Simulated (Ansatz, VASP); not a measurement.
## One calculation of Ag, two programs

File POSCAR:

```
Ag
1.0
    3.7816700517      0.0000000000      0.0000000000
   -1.8908350259      3.2750223335      0.0000000000
    0.0000000000      0.0000000000      4.2904312645
Ag
3
Direct
    0.2254000000      0.0000000000      0.3333333333
    0.0000000000      0.2254000000      0.6666666667
    0.7746000000      0.7746000000      0.0000000000
```

The input INCAR.step1:

```
SYSTEM = Ag
ALGO     = Normal         ! electronic algorithm
EDIFF    = 1E-4           ! SCF threshold, eV
ENCUT    = 520            ! plane-wave cutoff, eV
GGA      = PE             ! functional
ISMEAR   = 0              ! smearing method
LASPH    = .True.         ! aspherical terms in the spheres
LCHARG   = .False.        ! write CHGCAR
LREAL    = .False.        ! projectors in reciprocal space
LWAVE    = .True.         ! write WAVECAR
NBANDS   = 24             ! bands
NELM     = 100            ! most SCF steps
PREC     = Accurate       ! precision mode
SIGMA    = 0.1            ! smearing width, eV
```

The input INCAR.step2:

```
SYSTEM = Ag
ALGO     = Normal         ! electronic algorithm
EDIFF    = 1E-6           ! SCF threshold, eV
ENCUT    = 520            ! plane-wave cutoff, eV
ISIF     = 2              ! what is computed and relaxed
ISMEAR   = 0              ! smearing method
ISTART   = 1            
LASPH    = .True.         ! aspherical terms in the spheres
LCHARG   = .False.        ! write CHGCAR
LMIXTAU  = .True.       
LREAL    = .False.        ! projectors in reciprocal space
LWAVE    = .False.        ! write WAVECAR
METAGGA  = R2SCAN         ! meta-GGA
NBANDS   = 24             ! bands
NELM     = 100            ! most SCF steps
PREC     = Accurate       ! precision mode
SIGMA    = 0.1            ! smearing width, eV
```

KPOINTS

```
k-points
0
Gamma
  6 6 4
  0 0 0
```

Input for Ansatz:

```yaml
crystal:
  lattice:
    - [3.7816700517, 0.0, 0.0]
    - [-1.8908350259, 3.2750223335, 0.0]
    - [0.0, 0.0, 4.2904312645]
  atoms:
    - { symbol: Ag, position: [0.2254, 0.0, 0.3333333333] }
    - { symbol: Ag, position: [0.0, 0.2254, 0.6666666667] }
    - { symbol: Ag, position: [0.7746, 0.7746, 0.0] }
basis:
  ecutwfc: 500
kpoints:
  mp_grid: { grid: [6, 6, 4] }
hamiltonian:
  xc: r2scan
scf:
  occupations: { method: gaussian, width: 0.1 }
  lower_state_search: "off"
output:
  forces: true
  stress: true
  eigenvalues: true
```

Alike in both runs: task single point; functional r2SCAN; k mesh 6 × 6 × 4; occupations gaussian, width 0.1 eV; no spin polarisation.

|  | VASP | Ansatz |
| --- | --- | --- |
| version | VASP 6.6.1 | Ansatz 0.2.0 |
| potentials or method | VASP PAW PBE potentials, release 64 (Ag) | scalar-relativistic, plane waves, PAW |
| plane-wave cutoff (eV) | 520 | 500 |
| valence electrons in the cell | 33 | 57 |

|  | VASP | Ansatz | Ansatz less VASP |
| --- | --- | --- | --- |
| gap on the k mesh at the Fermi level (eV) | none | none | - |
| rms of the force components (eV/Å) | 9.003 | 9.336 | +0.3331 |

Atom by atom the forces differ by 0.333 eV/Å (rms over components). A gap of «none» marks a metal or a gap that the smearing closes. The two sets of potentials don't hold the same shells in valence.

Caveats: the k mesh is coarse (spacing up to 0.37 Å⁻¹), so the values aren't converged; the PAW data sets were made with another functional, which shifts forces and pressure a little (VASP).
